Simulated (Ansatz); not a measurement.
# Structural energy differences of iridium

Method: Ansatz 0.2.0, DFT, revPBE, plane waves (420 eV) with PAW, scalar-relativistic. (PAW data from PBE, frozen cores regenerated.)

Each structure is relaxed within its own symmetry, so a high-lying one may be dynamically unstable.

```tsv
structure	ΔE (meV/atom)	V (Å³/atom)	cell	magnetic state
fcc	0	14.63	a = 3.883 Å	non-magnetic
dhcp	38	14.67	a = 2.747 Å, c = 8.975 Å (c/a = 3.267)	spin not included
hcp	78	14.71	a = 2.757 Å, c = 4.470 Å (c/a = 1.622)	spin not included
omega (AlB2-type)	329	15.11	a = 4.392 Å, c = 2.713 Å (c/a = 0.618)	spin not included
A15	510	15.26	a = 4.961 Å	spin not included
bcc	631	15.20	a = 3.121 Å	spin not included
diamond	961	21.84	a = 5.591 Å	spin not included
simple cubic	983	17.20	a = 2.581 Å	spin not included
```

ΔE counts from fcc.

Differences under about 8 meV lie within the error of the k-point mesh.
